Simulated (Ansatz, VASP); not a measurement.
**Cu (Cu wire along [100], 37 atoms a period): VASP beside Ansatz**

One calculation is typed for both programs; each brings its own data sets. How far apart do they land? The structure shown is the end of the Ansatz relaxation below.

Main program and level: Ansatz 0.2.0; plane waves, with VASP 6.6.1 beside it; single point at PBE.

### 1. The starting structure

The cell holds 37 atoms: 37 Cu. Its edges and angles: a = 17.690 Å, b = 17.690 Å, c = 3.486 Å, α = 90.0°, β = 90.0°, γ = 90.0°. Vacuum lies along a and b. The structure's axis is c.

### 2. Ansatz: relaxation, PBE

Ansatz runs on its PAW soft_1 files.

This run makes the geometry at which the two programs are then compared.

The input, input.yaml:

```yaml
crystal:
  lattice:
    - [17.69, 0.0, 0.0]
    - [0.0, 17.69, 0.0]
    - [0.0, 0.0, 3.63]
  atoms:
    - { symbol: Cu, position: [0.192198982, 0.397399661, 0.0] }
    - { symbol: Cu, position: [0.192198982, 0.602600339, 0.0] }
    - { symbol: Cu, position: [0.294799322, 0.294799322, 0.0] }
    - { symbol: Cu, position: [0.294799322, 0.5, 0.0] }
    - { symbol: Cu, position: [0.294799322, 0.705200678, 0.0] }
    - { symbol: Cu, position: [0.397399661, 0.192198982, 0.0] }
    - { symbol: Cu, position: [0.397399661, 0.397399661, 0.0] }
    - { symbol: Cu, position: [0.397399661, 0.602600339, 0.0] }
    - { symbol: Cu, position: [0.397399661, 0.807801018, 0.0] }
    - { symbol: Cu, position: [0.5, 0.294799322, 0.0] }
    - { symbol: Cu, position: [0.5, 0.5, 0.0] }
    - { symbol: Cu, position: [0.5, 0.705200678, 0.0] }
    - { symbol: Cu, position: [0.602600339, 0.192198982, 0.0] }
    - { symbol: Cu, position: [0.602600339, 0.397399661, 0.0] }
    - { symbol: Cu, position: [0.602600339, 0.602600339, 0.0] }
    - { symbol: Cu, position: [0.602600339, 0.807801018, 0.0] }
    - { symbol: Cu, position: [0.705200678, 0.294799322, 0.0] }
    - { symbol: Cu, position: [0.705200678, 0.5, 0.0] }
    - { symbol: Cu, position: [0.705200678, 0.705200678, 0.0] }
    - { symbol: Cu, position: [0.807801018, 0.397399661, 0.0] }
    - { symbol: Cu, position: [0.807801018, 0.602600339, 0.0] }
    - { symbol: Cu, position: [0.192198982, 0.5, 0.5] }
    - { symbol: Cu, position: [0.294799322, 0.397399661, 0.5] }
    - { symbol: Cu, position: [0.294799322, 0.602600339, 0.5] }
    - { symbol: Cu, position: [0.397399661, 0.294799322, 0.5] }
    - { symbol: Cu, position: [0.397399661, 0.5, 0.5] }
    - { symbol: Cu, position: [0.397399661, 0.705200678, 0.5] }
    - { symbol: Cu, position: [0.5, 0.192198982, 0.5] }
    - { symbol: Cu, position: [0.5, 0.397399661, 0.5] }
    - { symbol: Cu, position: [0.5, 0.602600339, 0.5] }
    - { symbol: Cu, position: [0.5, 0.807801018, 0.5] }
    - { symbol: Cu, position: [0.602600339, 0.294799322, 0.5] }
    - { symbol: Cu, position: [0.602600339, 0.5, 0.5] }
    - { symbol: Cu, position: [0.602600339, 0.705200678, 0.5] }
    - { symbol: Cu, position: [0.705200678, 0.397399661, 0.5] }
    - { symbol: Cu, position: [0.705200678, 0.602600339, 0.5] }
    - { symbol: Cu, position: [0.807801018, 0.5, 0.5] }
kpoints:
  mp_grid: { grid: [1, 1, 23] }
scf:
  occupations: { method: fermi_dirac, width: 0.05 }
hamiltonian:
  xc: pbe
  pseudopotentials: { kind: paw, azcp: { folder: soft_1 } }
relax:
  cell: { fix: [a, b, alpha, beta, gamma] }
  max_steps: 45
  f_tol: 0.03
```

Launch:

```sh
$ ansatz run input.yaml --threads 16 --pin off --max-ram 61440MiB --backend cuda --events-out ev --progress --plain --runs-dir out --max-vram 78GiB
```

Numbers of over 12 decimals in the logs are rounded to 6 here.

The program printed:

```text
Engine: ansatz 0.2.0, aarch64-unknown-linux-gnu
Pseudopotentials: kind: paw
Pseudopotential: Cu, paw, valence charge 19, recommended cutoff 420 eV (normal), soft_1/Cu.paw.azcp
Functional definition: PBE
  parameter kappa = 0.804
  parameter beta = 0.066725
  exchange = pbe_x(kappa = kappa, mu = beta*pi^2/3)
  correlation = pbe_c(beta = beta)
[...]
Crystal: 37 atoms, lattice volume = 1135.958 Å³
Basis set: ecut = 420 eV, 22193 PW (Γ), exchange–correlation on 240×240×50 points (8 copies of the dense FFT grid, shifted against one another)
Bands: 422, of which v1, the nominal top of the filled ones, is band 352 counted from 1 (351 counted from 0)
Symmetry: 16 space group operations
Space group: P4/mmm (ITA 123), of the structure as read, at distance tolerance 1.0e-4 Å
k-points: 12 of 23
Non-local potential: Cu, projectors of the file, l = 0: 3, l = 1: 2, l = 2: 3, l = 3: 1
PAW form: soft (Blöchl's): semilocal exchange-correlation on the pseudo side does not see the compensation charge
PAW one-centre angular grid: Cu, 590 points (default); XC on 64 Gauss nodes
Initial density: superposition of atomic densities (neutral atoms: chi_scale 0, normalization atom)
Initial wavefunctions: pseudopotential atomic-orbital guess
[...]
Functional: x = pbe(κ = 0.804, μ = 0.219515), c = pbe(β = 0.066725)
SCF iter   1: F=—  HF=-245144.027594 eV  |F-HF|=—  |Δ(HF+E_count)|=         —  Δρ=1.46e-1  dr2=1.51e2  ethr=3.10e-3  ⟨swp⟩=6.0  Hψ=19442  notcnv=0  defer=275
preconditioner: auto → LDOS  [metal: Δε(μ)=0.025 eV  Ē_g=6.973 eV  σ=0.050 eV  W_gap=0.12  n_scr=338 (ndim 8)  ℏωp=22.2 eV  f_vac=0.541  D(μ)=17.41/eV (n_scr^D=68)  β→1.0]
SCF iter   2: F=—  HF=-245321.622805 eV  |F-HF|=—  |Δ(HF+E_count)|=    1.78e2  Δρ=3.06e-1  dr2=6.46e2  ethr=3.10e-3  ⟨swp⟩=4.0  Hψ=16511  notcnv=0  defer=642  recentre
[...]
SCF iter  15: F=-245116.675528 eV  HF=-245116.675528 eV  |F-HF|=3.20e-8  |Δ(HF+E_count)|=   3.89e-8  Δρ=2.08e-6  dr2=3.70e-8  ethr=1.42e-11  ⟨swp⟩=3.8  Hψ=14264  notcnv=0
SCF 1 converged in 15 iterations: F = -245116.675528 eV  dr2 = 3.70e-8
  greatest PAW one-centre occupation: 1.000 electrons in one spin orbital (limit 2), on the Cu atom at site 20 (counted from 0), in its partial waves of l = 0
relax step   1: F+E_penalty+E_count = -245116.67552819 eV  Δ(F+E_penalty+E_count) = +0.000e0 eV  max|allowed force component| = 5.248e-1 eV/Å  Δτ_max = 0.0000 Å  P = -2.001 GPa  Ω = 1135.958 Å³  fix = [a, b, alpha, beta, gamma]  reactions: a -1.694, b -1.694 GPa  (15 SCF iters, dr2 threshold 1.00e-7 eV, accepted)
[...]
Crystal: 37 atoms, lattice volume = 1121.585 Å³
Basis set: ecut = 420 eV, 21783 PW (Γ), exchange–correlation on 240×240×50 points (8 copies of the dense FFT grid, shifted against one another)
[...]
iter 1 solved again at ethr=3.34e-5 eV; its pass at ethr=3.10e-3 eV (dr2=2.35e-1 eV) is discarded
SCF iter   1: F=—  HF=-245117.159975 eV  |F-HF|=—  |Δ(HF+E_count)|=         —  Δρ=6.02e-3  dr2=2.38e-1  ethr=3.34e-5  ⟨swp⟩=3.5  Hψ=24868  notcnv=0
preconditioner: auto → LDOS  [metal: Δε(μ)=0.016 eV  Ē_g=7.671 eV  σ=0.050 eV  W_gap=0.08  n_scr=338 (ndim 8)  ℏωp=22.4 eV  f_vac=0.544  D(μ)=10.65/eV (n_scr^D=44)  β→1.0]
SCF iter   2: F=—  HF=-245117.422438 eV  |F-HF|=—  |Δ(HF+E_count)|=   2.62e-1  Δρ=1.51e-2  dr2=1.42e0  ethr=3.34e-5  ⟨swp⟩=2.9  Hψ=11924  notcnv=0  recentre
[...]
SCF iter   8: F=-245117.115441 eV  HF=-245117.115441 eV  |F-HF|=1.29e-7  |Δ(HF+E_count)|=   2.05e-6  Δρ=1.16e-5  dr2=1.22e-6  ethr=5.26e-10  ⟨swp⟩=4.0  Hψ=15912  notcnv=0
SCF 2 converged in 8 iterations: F = -245117.115441 eV  dr2 = 1.22e-6
relax step   2: F+E_penalty+E_count = -245117.11544090 eV  Δ(F+E_penalty+E_count) = -4.399e-1 eV  max|allowed force component| = 2.872e-1 eV/Å  Δτ_max = 0.0490 Å  P = -0.989 GPa  Ω = 1121.585 Å³  energy of the carried Pulay correction = +4.651e-3 eV  fix = [a, b, alpha, beta, gamma]  reactions: a -0.758, b -0.758 GPa  (8 SCF iters, dr2 threshold 3.70e-6 eV, accepted)
[...]
Crystal: 37 atoms, lattice volume = 1098.785 Å³
[...]
iter 1 solved again at ethr=4.76e-5 eV; its pass at ethr=3.10e-3 eV (dr2=3.35e-1 eV) is discarded
[...]
SCF 3 converged in 8 iterations: F = -245117.306128 eV  dr2 = 2.24e-6
[...]
SCF 4 converged in 9 iterations: F = -245117.321716 eV  dr2 = 8.48e-8
[...]
SCF 5 converged in 11 iterations: F = -245117.324878 eV  dr2 = 4.76e-9
[...]
SCF 6 converged in 11 iterations: F = -245117.307903 eV  dr2 = 5.74e-11
[...]
SCF converged after 11 iterations
[...]
--- Relaxed structure (5 steps of the walk, 5 accepted, 1 SCFs on fresh bases) ---
  F+E_penalty+E_count = -245117.30790321 eV   max|allowed force component| = 4.547e-3 eV/Å   (the final SCF, on the basis selected at the relaxed cell)
  cell:  # Å, volume = 1090.9073 Å³
    - [17.69, 0, 0]
    - [0, 17.69, 0]
    - [0, 0, 3.486038]
  atoms:
    - { symbol: Cu, position: [0.194456, 0.398784, 0] }
    - { symbol: Cu, position: [0.194456, 0.601216, 0] }
    - { symbol: Cu, position: [0.294244, 0.294244, 0] }
    - { symbol: Cu, position: [0.293384, 0.5, 0] }
    - { symbol: Cu, position: [0.294244, 0.705756, 0] }
    - { symbol: Cu, position: [0.398784, 0.194456, 0] }
    - { symbol: Cu, position: [0.396331, 0.396331, 0] }
    - { symbol: Cu, position: [0.396331, 0.603669, 0] }
    - { symbol: Cu, position: [0.398784, 0.805544, 0] }
    - { symbol: Cu, position: [0.5, 0.293384, 0] }
    - { symbol: Cu, position: [0.5, 0.5, 0] }
    - { symbol: Cu, position: [0.5, 0.706616, 0] }
    - { symbol: Cu, position: [0.601216, 0.194456, 0] }
    - { symbol: Cu, position: [0.603669, 0.396331, 0] }
    - { symbol: Cu, position: [0.603669, 0.603669, 0] }
    - { symbol: Cu, position: [0.601216, 0.805544, 0] }
    - { symbol: Cu, position: [0.705756, 0.294244, 0] }
    - { symbol: Cu, position: [0.706616, 0.5, 0] }
    - { symbol: Cu, position: [0.705756, 0.705756, 0] }
    - { symbol: Cu, position: [0.805544, 0.398784, 0] }
    - { symbol: Cu, position: [0.805544, 0.601216, 0] }
    - { symbol: Cu, position: [0.192574, 0.5, 0.500000] }
    - { symbol: Cu, position: [0.292060, 0.394513, 0.500000] }
    - { symbol: Cu, position: [0.292060, 0.605487, 0.500000] }
[...]
- { symbol: Cu, position: [0.5, 0.603443, 0.500000] }
    - { symbol: Cu, position: [0.5, 0.807426, 0.500000] }
    - { symbol: Cu, position: [0.605487, 0.292060, 0.500000] }
    - { symbol: Cu, position: [0.603443, 0.5, 0.500000] }
    - { symbol: Cu, position: [0.605487, 0.707940, 0.500000] }
    - { symbol: Cu, position: [0.707940, 0.394513, 0.500000] }
    - { symbol: Cu, position: [0.707940, 0.605487, 0.500000] }
    - { symbol: Cu, position: [0.807426, 0.5, 0.500000] }
```

Reading the cycles: dr2 is the Hartree energy of the density residual (eV), the measure of convergence; HF is the Harris–Foulkes estimate of the energy, which meets the free energy F at convergence.

### 3. VASP: single point, PBE

The same cell, functional, mesh and smearing now go to VASP, with its own data sets.

Lines of VASP's logs that name or quote its potential files are left out, and so is its time.

The input, INCAR:

```
SYSTEM = Cu
PREC = Accurate
ENCUT = 600
EDIFF = 1E-06
NELM = 120
ISMEAR = -1
SIGMA = 0.05
LREAL = Auto
ALGO = Normal
GGA = PE
NBANDS = 236
LASPH = .TRUE.
LORBIT = 11
LWAVE = .FALSE.
LCHARG = .FALSE.
ISIF = 2
GGA_COMPAT = .FALSE.
KPAR = 4
```

The input, POSCAR:

```
Cu
1.0
   17.6900000000      0.0000000000      0.0000000000
    0.0000000000     17.6900000000      0.0000000000
    0.0000000000      0.0000000000      3.4860383639
Cu
37
Direct
    0.1944559822      0.3987839824      0.0000000000
    0.1944559822      0.6012160176      0.0000000000
    0.2942442170      0.2942442170      0.0000000000
    0.2933836076      0.5000000000      0.0000000000
    0.2942442170      0.7057557830      0.0000000000
    0.3987839824      0.1944559822      0.0000000000
    0.3963307572      0.3963307572      0.0000000000
    0.3963307572      0.6036692428      0.0000000000
    0.3987839824      0.8055440178      0.0000000000
    0.5000000000      0.2933836076      0.0000000000
    0.5000000000      0.5000000000      0.0000000000
    0.5000000000      0.7066163924      0.0000000000
    0.6012160176      0.1944559822      0.0000000000
    0.6036692428      0.3963307572      0.0000000000
    0.6036692428      0.6036692428      0.0000000000
    0.6012160176      0.8055440178      0.0000000000
    0.7057557830      0.2942442170      0.0000000000
    0.7066163924      0.5000000000      0.0000000000
    0.7057557830      0.7057557830      0.0000000000
    0.8055440178      0.3987839824      0.0000000000
    0.8055440178      0.6012160176      0.0000000000
    0.1925737092      0.5000000000      0.5000000000
    0.2920595555      0.3945126264      0.5000000000
    0.2920595555      0.6054873736      0.5000000000
    0.3945126264      0.2920595555      0.5000000000
    0.3965572955      0.5000000000      0.5000000000
    0.3945126264      0.7079404445      0.5000000000
    0.5000000000      0.1925737092      0.5000000000
    0.5000000000      0.3965572955      0.5000000000
    0.5000000000      0.6034427045      0.5000000000
    0.5000000000      0.8074262908      0.5000000000
    0.6054873736      0.2920595555      0.5000000000
    0.6034427045      0.5000000000      0.5000000000
    0.6054873736      0.7079404445      0.5000000000
    0.7079404445      0.3945126264      0.5000000000
    0.7079404445      0.6054873736      0.5000000000
    0.8074262908      0.5000000000      0.5000000000
```

The input, KPOINTS:

```
Automatic mesh
0
Gamma
1 1 23
0 0 0
```

Potentials, in the order of the species: Cu (PBE family, release 64).

Launch:

```sh
$ mpirun -np 4 vasp_std
```

The program printed:

```text
[banner, memory and clock lines left out]
running    4 mpi-ranks, on    1 nodes
[...]
LDA part: xc-table for (Slater+PW92), standard interpolation
 POSCAR, INCAR and KPOINTS ok, starting setup
[...]
entering main loop
       N       E                     dE             d eps       ncg     rms          rms(c)
DAV:   1     0.410875920658E+04    0.41088E+04   -0.18692E+05  5664   0.250E+03
DAV:   2     0.492810890330E+03   -0.36159E+04   -0.35239E+04  5664   0.529E+02
DAV:   3    -0.108327539015E+03   -0.60114E+03   -0.55556E+03  5664   0.255E+02
DAV:   4    -0.150300488269E+03   -0.41973E+02   -0.39538E+02  6192   0.881E+01
[...]
DAV:  28    -0.123785871862E+03   -0.58120E-05   -0.56732E-07  3456   0.545E-03    0.108E-03
DAV:  29    -0.123785873727E+03   -0.18648E-05   -0.47957E-07  3404   0.527E-03    0.710E-04
DAV:  30    -0.123785873987E+03   -0.26022E-06   -0.13547E-07  3256   0.281E-03
   1 F= -.12378587E+03 E0= -.12373650E+03  d E =-.987545E-01
```

From OUTCAR (step 3):

```text
  Total        1.6719780      1.6719780      1.6715080      0.0000000     -0.0000000     -0.0000000
  in kB        2.4555757      2.4555757      2.4548854      0.0000000     -0.0000000     -0.0000000
  external PRESSURE =       2.4553456 kB  Pullay stress =       0.0000000 kB

 POSITION                                       TOTAL-FORCE (eV/Angst)
 -----------------------------------------------------------------------------------
      3.43993      7.05449      0.00000        -0.038222     -0.019458      0.000000
      3.43993     10.63551      0.00000        -0.038222      0.019458     -0.000000
      5.20518      5.20518      0.00000        -0.025256     -0.025256      0.000000
      5.18996      8.84500      0.00000         0.007068     -0.000000      0.000000
      5.20518     12.48482      0.00000        -0.025256      0.025256     -0.000000
      7.05449      3.43993      0.00000        -0.019458     -0.038222     -0.000000
      7.01109      7.01109      0.00000        -0.002792     -0.002792      0.000000
      7.01109     10.67891      0.00000        -0.002792      0.002792     -0.000000
      7.05449     14.25007      0.00000        -0.019458      0.038222     -0.000000
      8.84500      5.18996      0.00000         0.000000      0.007068      0.000000
      8.84500      8.84500      0.00000         0.000000     -0.000000      0.000000
      8.84500     12.50004      0.00000        -0.000000     -0.007068      0.000000
     10.63551      3.43993      0.00000         0.019458     -0.038222      0.000000
     10.67891      7.01109      0.00000         0.002792     -0.002792      0.000000
[...]
-----------------------------------------------------------------------------------
    total drift:                                0.000000      0.000000     -0.000000

  FREE ENERGIE OF THE ION-ELECTRON SYSTEM (eV)
  ---------------------------------------------------
  free  energy   TOTEN  =      -123.7858739873 eV

  energy  without entropy=     -123.6871194947  energy(sigma->0) =     -123.73649674

[... 3 further parts left out ...]
[key lines of the parts left out:]
E-fermi :   0.5814
```

This run has no spin polarisation. Its electron count is odd, so without a moment it is a metal by construction.

### 4. Comparison

Known differences besides the potentials themselves: the data sets hold 703 valence electrons in Ansatz (on its PAW soft_1 files) and 407 in VASP; the cutoff is 420 eV in Ansatz and 600 eV in VASP (PREC = Accurate, projectors in real space); Ansatz's pressure holds a Pulay correction, VASP's none. Total energies have different zeros and are not compared.

The two programs side by side:

```
      quantity  Ansatz  VASP  difference
pressure (GPa)    0.01  0.25       -0.23
```

At this near-relaxed geometry the largest component of a force difference is 38 meV/Å.

### 5. Outcome

| Property | Result |
| --- | --- |
| r.m.s. force difference (single point, PBE) | 15 meV/Å |

What this shows: The r.m.s. force difference is 15 meV/Å (single point, PBE), beyond the 12 meV/Å picked in this series as the mark of a large difference. The data sets hold unlike numbers of valence electrons (703 in Ansatz and 407 in VASP), so part of the differences comes from the potentials. What causes the difference of the single point, PBE pair stays open here. Such differences can come from data sets, numerical settings and the points named under the comparisons, not from the functional's error against experiment.

[Lines on the potential files, build, host, timing and source positions are cut from VASP's logs without a mark.]

[Logs are printed without paths, hosts, clocks, repeated set-up lines and the standing remarks that a program may print on its own settings, such as how far it seeks lower states.]

[Hosts, paths, dates, database ids (printed as entryN), source tags and the programs' standing remarks are cut or masked in the printed files.]
